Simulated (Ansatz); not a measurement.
**TiO2: energy over volume and cell shape**

How does the energy of TiO₂ (P4_2/mnm, No. 136; 6 atoms in the cell) change over two coordinates at once? A grid of runs gives the map.

Program: Ansatz 0.2.0. Level of theory: DFT PBE, scalar-relativistic, plane waves, PAW. These are calculated values, not measurements.

20 further runs of the same task are left out: 1 for a known fault of the program, 19 set aside as unsound or not needed.

**1. Starting point**

Symmetry: P4_2/mnm, No. 136, tetragonal system. Conventional cell: a = 4.643 Å, b = 4.643 Å, c = 2.964 Å, α = 90.00°, β = 90.00°, γ = 90.00°. Around Ti (site symmetry mmm) lie 6 O at 1.96 to 2.00 Å. Around O (site symmetry m2m) lie 3 Ti at 1.96 to 2.00 Å.

Structure file:

```xyz
6
Lattice="4.6434 0.0000 0.0000 0.0000 4.6434 0.0000 0.0000 0.0000 2.9639" Properties=species:S:1:pos:R:3 pbc="T T T"
Ti    0.0000    0.0000    0.0000
Ti    2.3217    2.3217    1.4819
O     1.4167    1.4167    0.0000
O     0.9050    3.7384    1.4819
O     3.2267    3.2267    0.0000
O     3.7384    0.9050    1.4819
```

It is the result of an earlier relaxation at this level (volume 10.65 Å³/atom; gap on the mesh: 1.86 eV).

**2. Reference cell**

input.yaml

```yaml
crystal:
  lattice:
    - [4.6433998178, 0.0, 0.0]
    - [0.0, 4.6433998178, 0.0]
    - [0.0, 0.0, 2.9638636879]
  atoms:
    - { symbol: Ti, position: [0.0, 0.0, 0.0] }
    - { symbol: Ti, position: [0.5, 0.5, 0.5] }
    - { symbol: O, position: [0.3050970583, 0.3050970583, 0.0] }
    - { symbol: O, position: [0.1949029417, 0.8050970583, 0.5] }
    - { symbol: O, position: [0.6949029417, 0.6949029417, 0.0] }
    - { symbol: O, position: [0.8050970583, 0.1949029417, 0.5] }
basis:
  ecutwfc: 520.0
kpoints:
  mp_grid: { grid: [8, 8, 10] }
hamiltonian:
  xc: pbe
  pseudopotentials: { kind: paw, azcp: { folder: soft_1 } }
scf:
  occupations: { method: gaussian, width: 0.05 }
output:
  forces: true
  stress: true
  eigenvalues: true
```

Launch:

```sh
$ ansatz run input.yaml --threads 2 --pin off --max-ram 4096MiB --backend cpu --events-out ev --progress --plain --runs-dir out
```

The program printed, cut to the lines that bear on the results:

```text
[...]
SCF converged after 8 iterations
Free energy (F): -7277.335533 eV
[...]
E sigma→0 (E₀):  -7277.335533 eV
Fermi energy:    9.613831 eV
[...]
--- Forces (eV/Å), atoms counted from 1 ---
  atom   1  Ti     0.00000000    -0.00000000     0.00000000
  atom   2  Ti     0.00000000     0.00000000     0.00000000
  atom   3  O      0.00215483     0.00215483     0.00000000
  atom   4  O     -0.00215483     0.00215483     0.00000000
  atom   5  O     -0.00215483    -0.00215483     0.00000000
  atom   6  O      0.00215483    -0.00215483     0.00000000
[...]
--- Stress (GPa, compression-positive) ---
        0.004495       0.000000       0.000000
        0.000000       0.004495       0.000000
        0.000000       0.000000      -0.024768
  P = ⅓ Tr σ = -0.0053 GPa (-0.053 kbar)
--- Band table (eV; the first three rows and the last of 90) ---
[...]
```

Run time: 12 s. Hardware: 2 threads of Arm Neoverse N1, shared host; peak memory 0.45 GiB.

**3. The grid**

The energy is mapped over volume and the cell's shape.

First coordinate, volume per atom: 7 values from 8.95 to 12.36 Å³. Second coordinate, c/a of the conventional cell: 7 values from 0.566 to 0.720.

Nothing else is relaxed (fractional coordinates fixed). Energies count from the relaxed crystal. Points are written as (first, second).

Below, 8 of the grid's runs; all are launched alike.

**4. Point (8.95 Å³, 0.566)**

input.yaml: that of step 2 with these lines changed.

```diff
@@ -2,5 +2,5 @@
   lattice:
-    - [4.6433998178, 0.0, 0.0]
-    - [0.0, 4.6433998178, 0.0]
-    - [0.0, 0.0, 2.9638636879]
+    - [4.5609493378, 0.0, 0.0]
+    - [0.0, 4.5609493378, 0.0]
+    - [0.0, 0.0, 2.5805851353]
   atoms:
```

Launch:

```sh
$ ansatz run input.yaml --threads 2 --pin off --max-ram 4096MiB --backend cpu --events-out ev --progress --plain --runs-dir out
```

The program printed, cut to the lines that bear on the results:

```text
Warning: RAYON_NUM_THREADS=2 ignored (pool sized by the plan → 2); use --threads N
[...]
Pseudopotentials: kind: paw
Pseudopotential: Ti, paw, valence charge 12, recommended cutoff 420 eV (normal), <dir>
Pseudopotential: O, paw, valence charge 6, recommended cutoff 420 eV (normal), <dir>
Functional definition: PBE
[...]
Crystal: 6 atoms, lattice volume = 53.682 Å³
Basis set: ecut = 520 eV, 1445 PW (Γ), exchange–correlation on 72×72×40 points (8 copies of the dense FFT grid, shifted against one another)
Bands: 30, of which v1, the nominal top of the filled ones, is band 24 counted from 1 (23 counted from 0)
Symmetry: 16 space group operations
Space group: P42/mnm (ITA 136), of the structure as read, at distance tolerance 3.8e-5 Å
k-points: 90 of 640
[...]
SCF iter   1: F=—  HF=-7275.641116 eV  |F-HF|=—  |Δ(HF+E_count)|=         —  Δρ=8.79e-2  dr2=3.88e0  ethr=3.10e-3  ⟨swp⟩=5.9  Hψ=9674  notcnv=0
[...]
SCF iter   7: F=-7274.605429 eV  HF=-7274.605429 eV  |F-HF|=9.70e-9  |Δ(HF+E_count)|=   4.01e-8  Δρ=6.81e-6  dr2=8.69e-9  ethr=2.08e-10  ⟨swp⟩=8.3  Hψ=11061  notcnv=0
[...]
SCF converged after 7 iterations
Free energy (F): -7274.605429 eV
[...]
E sigma→0 (E₀):  -7274.605429 eV
Fermi energy:    12.134945 eV
[...]
--- Forces (eV/Å), atoms counted from 1 ---
  atom   1  Ti     0.00000000    -0.00000000     0.00000000
  atom   2  Ti    -0.00000000    -0.00000000    -0.00000000
  atom   3  O     -1.66668774    -1.66668774    -0.00000000
  atom   4  O      1.66668774    -1.66668774    -0.00000000
  atom   5  O      1.66668774     1.66668774     0.00000000
  atom   6  O     -1.66668774     1.66668774     0.00000000
[...]
--- Stress (GPa, compression-positive) ---
       45.476641       0.000000       0.000000
        0.000000      45.476641       0.000000
        0.000000       0.000000     116.934652
  P = ⅓ Tr σ = 69.2960 GPa (692.960 kbar)
--- Band table (eV; the first three rows and the last of 90) ---
[...]
```

Run time: 9.6 s. Hardware: 2 threads of Arm Neoverse N1, shared host; peak memory 0.43 GiB.

That is 455 meV/atom from the zero.

**5. Point (11.22 Å³, 0.613)**

input.yaml: that of step 4 with these lines changed.

```diff
@@ -2,5 +2,5 @@
   lattice:
-    - [4.5609493378, 0.0, 0.0]
-    - [0.0, 4.5609493378, 0.0]
-    - [0.0, 0.0, 2.5805851353]
+    - [4.7884103491, 0.0, 0.0]
+    - [0.0, 4.7884103491, 0.0]
+    - [0.0, 0.0, 2.935774385]
   atoms:
```

Launch:

```sh
$ ansatz run input.yaml --threads 2 --pin off --max-ram 4096MiB --backend cpu --events-out ev --progress --plain --runs-dir out
```

The program printed, cut to the lines that bear on the results:

```text
[...]
SCF converged after 8 iterations
Free energy (F): -7277.197426 eV
[...]
E sigma→0 (E₀):  -7277.197426 eV
Fermi energy:    8.706388 eV
[...]
--- Forces (eV/Å), atoms counted from 1 ---
  atom   1  Ti     0.00000000    -0.00000000     0.00000000
  atom   2  Ti     0.00000000    -0.00000000     0.00000000
  atom   3  O      0.24238460     0.24238460     0.00000000
  atom   4  O     -0.24238460     0.24238460     0.00000000
  atom   5  O     -0.24238460    -0.24238460     0.00000000
  atom   6  O      0.24238460    -0.24238460     0.00000000
[...]
--- Stress (GPa, compression-positive) ---
      -11.199768       0.000000       0.000000
        0.000000     -11.199768       0.000000
        0.000000       0.000000      -4.399810
  P = ⅓ Tr σ = -8.9331 GPa (-89.331 kbar)
--- Band table (eV; the first three rows and the last of 90) ---
[...]
```

Run time: 13 s. Hardware: 2 threads of Arm Neoverse N1, shared host; peak memory 0.46 GiB.

Energy on the map's scale: 23 meV/atom.

**6. The run at (8.95 Å³, 0.638)**

input.yaml: that of step 5 with these lines changed.

```diff
@@ -2,5 +2,5 @@
   lattice:
-    - [4.7884103491, 0.0, 0.0]
-    - [0.0, 4.7884103491, 0.0]
-    - [0.0, 0.0, 2.935774385]
+    - [4.3812918186, 0.0, 0.0]
+    - [0.0, 4.3812918186, 0.0]
+    - [0.0, 0.0, 2.7965611915]
   atoms:
```

Launch:

```sh
$ ansatz run input.yaml --threads 2 --pin off --max-ram 4096MiB --backend cpu --events-out ev --progress --plain --runs-dir out
```

The program printed, cut to the lines that bear on the results:

```text
Warning: RAYON_NUM_THREADS=2 ignored (pool sized by the plan → 2); use --threads N
[...]
[... 4 set-up lines as earlier in the session ...]
[...]
Crystal: 6 atoms, lattice volume = 53.682 Å³
Basis set: ecut = 520 eV, 1447 PW (Γ), exchange–correlation on 72×72×48 points (8 copies of the dense FFT grid, shifted against one another)
Bands: 30, of which v1, the nominal top of the filled ones, is band 24 counted from 1 (23 counted from 0)
[... 2 set-up lines as earlier in the session ...]
k-points: 90 of 640
[...]
SCF iter   1: F=—  HF=-7276.549168 eV  |F-HF|=—  |Δ(HF+E_count)|=         —  Δρ=9.15e-2  dr2=4.04e0  ethr=3.10e-3  ⟨swp⟩=5.7  Hψ=9460  notcnv=0
[...]
SCF iter   7: F=-7275.760030 eV  HF=-7275.760030 eV  |F-HF|=5.83e-8  |Δ(HF+E_count)|=   1.83e-6  Δρ=1.29e-5  dr2=7.71e-8  ethr=2.08e-10  ⟨swp⟩=9.8  Hψ=12131  notcnv=0
[...]
SCF converged after 7 iterations
Free energy (F): -7275.760030 eV
[...]
E sigma→0 (E₀):  -7275.760030 eV
Fermi energy:    12.513877 eV
[...]
--- Forces (eV/Å), atoms counted from 1 ---
  atom   1  Ti     0.00000000    -0.00000000     0.00000000
  atom   2  Ti     0.00000000     0.00000000     0.00000000
  atom   3  O     -0.79536621    -0.79536621     0.00000000
  atom   4  O      0.79536621    -0.79536621     0.00000000
  atom   5  O      0.79536621     0.79536621     0.00000000
  atom   6  O     -0.79536621     0.79536621     0.00000000
[...]
--- Stress (GPa, compression-positive) ---
       52.097478       0.000000       0.000000
        0.000000      52.097478       0.000000
        0.000000       0.000000      68.299387
  P = ⅓ Tr σ = 57.4981 GPa (574.981 kbar)
--- Band table (eV; the first three rows and the last of 90) ---
[...]
```

Wall time 10 s (2 threads of Arm Neoverse N1, shared host); peak memory 0.43 GiB.

That is 263 meV/atom from the zero.

**7. The run at (9.52 Å³, 0.720)**

input.yaml: that of step 6 with these lines changed.

```diff
@@ -2,5 +2,5 @@
   lattice:
-    - [4.3812918186, 0.0, 0.0]
-    - [0.0, 4.3812918186, 0.0]
-    - [0.0, 0.0, 2.7965611915]
+    - [4.2959156361, 0.0, 0.0]
+    - [0.0, 4.2959156361, 0.0]
+    - [0.0, 0.0, 3.0934888496]
   atoms:
```

Launch:

```sh
$ ansatz run input.yaml --threads 2 --pin off --max-ram 4096MiB --backend cpu --events-out ev --progress --plain --runs-dir out
```

The program printed, cut to the lines that bear on the results:

```text
[...]
SCF converged after 8 iterations
Free energy (F): -7276.428072 eV
[...]
E sigma→0 (E₀):  -7276.428072 eV
Fermi energy:    11.582587 eV
[...]
--- Forces (eV/Å), atoms counted from 1 ---
  atom   1  Ti     0.00000000    -0.00000000     0.00000000
  atom   2  Ti     0.00000000     0.00000000     0.00000000
  atom   3  O      0.01763135     0.01763135     0.00000000
  atom   4  O     -0.01763135     0.01763135     0.00000000
  atom   5  O     -0.01763135    -0.01763135     0.00000000
  atom   6  O      0.01763135    -0.01763135     0.00000000
[...]
--- Stress (GPa, compression-positive) ---
       36.901620       0.000000       0.000000
        0.000000      36.901620       0.000000
        0.000000       0.000000      10.142032
  P = ⅓ Tr σ = 27.9818 GPa (279.818 kbar)
--- Band table (eV; the first three rows and the last of 90) ---
[...]
```

It took 10 s on 2 threads of Arm Neoverse N1, shared host; peak memory 0.43 GiB.

That is 151 meV/atom from the zero.

**8. The run at (10.08 Å³, 0.638)**

input.yaml: that of step 7 with these lines changed.

```diff
@@ -2,5 +2,5 @@
   lattice:
-    - [4.2959156361, 0.0, 0.0]
-    - [0.0, 4.2959156361, 0.0]
-    - [0.0, 0.0, 3.0934888496]
+    - [4.5593852565, 0.0, 0.0]
+    - [0.0, 4.5593852565, 0.0]
+    - [0.0, 0.0, 2.9102375266]
   atoms:
```

Launch:

```sh
$ ansatz run input.yaml --threads 2 --pin off --max-ram 4096MiB --backend cpu --events-out ev --progress --plain --runs-dir out
```

The program printed, cut to the lines that bear on the results:

```text
Warning: RAYON_NUM_THREADS=2 ignored (pool sized by the plan → 2); use --threads N
[...]
[... 4 set-up lines as earlier in the session ...]
[...]
Crystal: 6 atoms, lattice volume = 60.498 Å³
Basis set: ecut = 520 eV, 1623 PW (Γ), exchange–correlation on 72×72×48 points (8 copies of the dense FFT grid, shifted against one another)
Bands: 30, of which v1, the nominal top of the filled ones, is band 24 counted from 1 (23 counted from 0)
[... 1 set-up line as earlier in the session ...]
Space group: P42/mnm (ITA 136), of the structure as read, at distance tolerance 3.9e-5 Å
k-points: 90 of 640
[...]
SCF iter   1: F=—  HF=-7277.526228 eV  |F-HF|=—  |Δ(HF+E_count)|=         —  Δρ=7.02e-2  dr2=2.86e0  ethr=3.10e-3  ⟨swp⟩=5.5  Hψ=9309  notcnv=0
[...]
SCF iter   8: F=-7277.193523 eV  HF=-7277.193523 eV  |F-HF|=6.65e-9  |Δ(HF+E_count)|=   3.66e-7  Δρ=5.16e-6  dr2=1.01e-8  ethr=2.08e-10  ⟨swp⟩=8.5  Hψ=11369  notcnv=0
[...]
SCF converged after 8 iterations
Free energy (F): -7277.193523 eV
[...]
E sigma→0 (E₀):  -7277.193523 eV
Fermi energy:    10.481003 eV
[...]
--- Forces (eV/Å), atoms counted from 1 ---
  atom   1  Ti     0.00000000    -0.00000000     0.00000000
  atom   2  Ti     0.00000000     0.00000000     0.00000000
  atom   3  O     -0.21330966    -0.21330966     0.00000000
  atom   4  O      0.21330966    -0.21330966     0.00000000
  atom   5  O      0.21330966     0.21330966     0.00000000
  atom   6  O     -0.21330966     0.21330966     0.00000000
[...]
--- Stress (GPa, compression-positive) ---
       12.720277       0.000000       0.000000
        0.000000      12.720277       0.000000
        0.000000       0.000000      16.634640
  P = ⅓ Tr σ = 14.0251 GPa (140.251 kbar)
--- Band table (eV; the first three rows and the last of 90) ---
[...]
```

Wall time 11 s (2 threads of Arm Neoverse N1, shared host); peak memory 0.45 GiB.

Energy on the map's scale: 24 meV/atom.

**9. Point (10.08 Å³, 0.692)**

input.yaml: that of step 8 with these lines changed.

```diff
@@ -2,5 +2,5 @@
   lattice:
-    - [4.5593852565, 0.0, 0.0]
-    - [0.0, 4.5593852565, 0.0]
-    - [0.0, 0.0, 2.9102375266]
+    - [4.4388903173, 0.0, 0.0]
+    - [0.0, 4.4388903173, 0.0]
+    - [0.0, 0.0, 3.0703804325]
   atoms:
```

Launch:

```sh
$ ansatz run input.yaml --threads 2 --pin off --max-ram 4096MiB --backend cpu --events-out ev --progress --plain --runs-dir out
```

The program printed, cut to the lines that bear on the results:

```text
[...]
SCF converged after 8 iterations
Free energy (F): -7277.048079 eV
[...]
E sigma→0 (E₀):  -7277.048079 eV
Fermi energy:    10.621755 eV
[...]
--- Forces (eV/Å), atoms counted from 1 ---
  atom   1  Ti     0.00000000    -0.00000000     0.00000000
  atom   2  Ti     0.00000000     0.00000000     0.00000000
  atom   3  O     -0.07970771    -0.07970771     0.00000000
  atom   4  O      0.07970771    -0.07970771     0.00000000
  atom   5  O      0.07970771     0.07970771     0.00000000
  atom   6  O     -0.07970771     0.07970771     0.00000000
[...]
--- Stress (GPa, compression-positive) ---
       16.772338       0.000000       0.000000
        0.000000      16.772338       0.000000
        0.000000       0.000000      -0.634409
  P = ⅓ Tr σ = 10.9701 GPa (109.701 kbar)
--- Band table (eV; the first three rows and the last of 90) ---
[...]
```

Wall time 12 s (2 threads of Arm Neoverse N1, shared host); peak memory 0.44 GiB.

That is 48 meV/atom from the zero.

**10. Grid point (11.22 Å³, 0.638)**

input.yaml: that of step 9 with these lines changed.

```diff
@@ -2,5 +2,5 @@
   lattice:
-    - [4.4388903173, 0.0, 0.0]
-    - [0.0, 4.4388903173, 0.0]
-    - [0.0, 0.0, 3.0703804325]
+    - [4.7245569041, 0.0, 0.0]
+    - [0.0, 4.7245569041, 0.0]
+    - [0.0, 0.0, 3.0156659342]
   atoms:
@@ -25 +25,5 @@
   eigenvalues: true
+  write_density: true
+  write_potential: true
+  elf: true
+  volumetric_format: npy
```

Launch:

```sh
$ ansatz run input.yaml --threads 2 --pin off --max-ram 4096MiB --backend cpu --events-out ev --progress --plain --runs-dir out
```

The program printed, cut to the lines that bear on the results:

```text
[...]
SCF converged after 8 iterations
Free energy (F): -7277.217560 eV
[...]
E sigma→0 (E₀):  -7277.217560 eV
Fermi energy:    8.827223 eV
[...]
--- Forces (eV/Å), atoms counted from 1 ---
  atom   1  Ti     0.00000000    -0.00000000     0.00000000
  atom   2  Ti     0.00000000     0.00000000     0.00000000
  atom   3  O      0.18015356     0.18015356     0.00000000
  atom   4  O     -0.18015356     0.18015356     0.00000000
  atom   5  O     -0.18015356    -0.18015356     0.00000000
  atom   6  O      0.18015356    -0.18015356     0.00000000
[...]
--- Stress (GPa, compression-positive) ---
       -9.579374       0.000000       0.000000
        0.000000      -9.579374       0.000000
        0.000000       0.000000     -12.584657
  P = ⅓ Tr σ = -10.5811 GPa (-105.811 kbar)
--- Band table (eV; the first three rows and the last of 90) ---
[...]
```

Run time: 18 s. Hardware: 2 threads of Arm Neoverse N1, shared host; peak memory 0.46 GiB.

Density in a lattice plane of the grid's cell (edges 4.72 and 4.72 Å, at 0.000 of the third edge), which holds Ti and O.

Ten even steps from ' ' (0.03 e/Å³) to '@' (12.02 e/Å³):
```
%%##==::                                  ::++##
====::..                                  ..::==
....                                          ..
                              ..::::....        
                            ..--++++==::..      
                            ::==****++::..      
                            ..--++++==::        
                            ....::--::..        
                                ....            
                                                
              ....                              
          ..::--::....                          
          ::==++++--..                          
        ..::++****==::                          
        ..::==++++--..                          
          ....::::..                            
....                                          ..
====::..                                  ..::==
%%##++::                                  ::==##
@@@@**::                                  ::**@@
```
Columns run along the first of these edges and rows up along the second, over one cell in 24 and 20 even steps from the bottom left corner. Atoms in the plane (fractional): Ti at (0.00, 0.00), O at (0.31, 0.31), O at (0.69, 0.69).

ELF in the same plane.

Values, 12 rows by 12 columns:
```
0.75 0.74 0.21 0.03 0.02 0.01 0.07 0.37 0.53 0.28 0.22 0.77
0.41 0.21 0.04 0.05 0.03 0.03 0.39 0.76 0.82 0.82 0.36 0.22
0.04 0.03 0.05 0.04 0.03 0.10 0.64 0.82 0.61 0.71 0.82 0.28
0.06 0.02 0.03 0.03 0.03 0.13 0.65 0.79 0.41 0.61 0.82 0.53
0.03 0.01 0.03 0.10 0.13 0.09 0.34 0.75 0.79 0.82 0.76 0.37
0.01 0.07 0.39 0.64 0.65 0.34 0.12 0.34 0.65 0.64 0.39 0.07
0.03 0.37 0.76 0.82 0.79 0.75 0.34 0.09 0.13 0.10 0.03 0.01
0.06 0.53 0.82 0.61 0.41 0.79 0.65 0.13 0.03 0.03 0.03 0.02
0.04 0.28 0.82 0.71 0.61 0.82 0.64 0.10 0.03 0.04 0.05 0.03
0.41 0.22 0.36 0.82 0.82 0.76 0.39 0.03 0.03 0.05 0.04 0.21
0.75 0.77 0.22 0.28 0.53 0.37 0.07 0.01 0.02 0.03 0.21 0.74
0.53 0.75 0.41 0.04 0.06 0.03 0.01 0.03 0.06 0.04 0.41 0.75
```
Columns run along the first of these edges and rows up along the second, over one cell in 12 and 12 even steps from the bottom left corner. Atoms in the plane (fractional): Ti at (0.00, 0.00), O at (0.31, 0.31), O at (0.69, 0.69).

Both are smooth fields of the valence electrons: close to the nuclei they are not physical.

Outside the cores ELF peaks at 0.83 in the shell around O, 0.6 Å from O.

On the map this point reads 20 meV/atom.

**11. Point (9.52 Å³, 0.638)**

input.yaml: that of step 10 with these lines changed.

```diff
@@ -2,5 +2,5 @@
   lattice:
-    - [4.7245569041, 0.0, 0.0]
-    - [0.0, 4.7245569041, 0.0]
-    - [0.0, 0.0, 3.0156659342]
+    - [4.4721115965, 0.0, 0.0]
+    - [0.0, 4.4721115965, 0.0]
+    - [0.0, 0.0, 2.8545310956]
   atoms:
@@ -25,5 +25 @@
   eigenvalues: true
-  write_density: true
-  write_potential: true
-  elf: true
-  volumetric_format: npy
```

Launch:

```sh
$ ansatz run input.yaml --threads 2 --pin off --max-ram 4096MiB --backend cpu --events-out ev --progress --plain --runs-dir out
```

The program printed, cut to the lines that bear on the results:

```text
[...]
SCF converged after 8 iterations
Free energy (F): -7276.706305 eV
[...]
E sigma→0 (E₀):  -7276.706305 eV
Fermi energy:    11.442730 eV
[...]
--- Forces (eV/Å), atoms counted from 1 ---
  atom   1  Ti     0.00000000    -0.00000000     0.00000000
  atom   2  Ti     0.00000000     0.00000000     0.00000000
  atom   3  O     -0.47535076    -0.47535076     0.00000000
  atom   4  O      0.47535076    -0.47535076     0.00000000
  atom   5  O      0.47535076     0.47535076     0.00000000
  atom   6  O     -0.47535076     0.47535076     0.00000000
[...]
--- Stress (GPa, compression-positive) ---
       29.612974       0.000000       0.000000
        0.000000      29.612974       0.000000
        0.000000       0.000000      38.779268
  P = ⅓ Tr σ = 32.6684 GPa (326.684 kbar)
--- Band table (eV; the first three rows and the last of 90) ---
[...]
```

Wall time 12 s (2 threads of Arm Neoverse N1, shared host); peak memory 0.43 GiB.

That is 105 meV/atom from the zero.

**12. All points together**

49 points were computed. Energies in meV/atom, from the relaxed crystal:

```tsv
c/a of the conventional cell ↓, volume per atom (Å³) →	8.95	9.52	10.08	10.65	11.22	11.79	12.36
0.720	290	151	85	73	103	163	246
0.692	260	117	48	34	62	121	203
0.664	250	101	27	9	33	90	170
0.638	263	105	24	0	20	72	149
0.613	300	131	41	10	23	70	142
0.589	363	182	81	40	46	86	152
0.566	455	259	146	94	91	123	182
```

On the same grid, largest force on an atom (eV/Å):

```tsv
c/a of the conventional cell ↓, volume per atom (Å³) →	8.95	9.52	10.08	10.65	11.22	11.79	12.36
0.720	0.06	0.03	0.00	0.03	0.05	0.06	0.08
0.692	0.35	0.22	0.11	0.03	0.05	0.11	0.16
0.664	0.74	0.45	0.21	0.01	0.15	0.29	0.40
0.638	1.12	0.67	0.30	0.00	0.26	0.46	0.64
0.613	1.52	0.91	0.41	0.00	0.34	0.62	0.86
0.589	1.93	1.16	0.53	0.01	0.41	0.77	1.06
0.566	2.36	1.43	0.67	0.05	0.47	0.89	1.24
```

**13. Summary of results**

| quantity | value |
| --- | --- |
| lowest point | (10.65 Å³, 0.638), 0 meV/atom |
| highest computed point | (8.95 Å³, 0.566), 455 meV/atom above the lowest |
| largest force on an atom (eV/Å) | 0.00 at (10.08 Å³, 0.720) to 2.36 at (8.95 Å³, 0.566); 0.00 at the lowest point |
| time for all points | 11 min on 2 threads, shared host |

**Reading.** The lowest computed point is at (10.65 Å³, 0.638), which is the relaxed crystal itself. The grid shows no other well, apart from its symmetry copies. The highest computed point, (8.95 Å³, 0.566), lies 455 meV/atom above the lowest. Round the minimum the valley is somewhat tilted: raising volume per atom shifts the best value of c/a of the conventional cell downwards (coupling k₁₂/√(k₁₁k₂₂) about 0.2). With the other coordinates free, the energies away from the reference would be the same or lower.
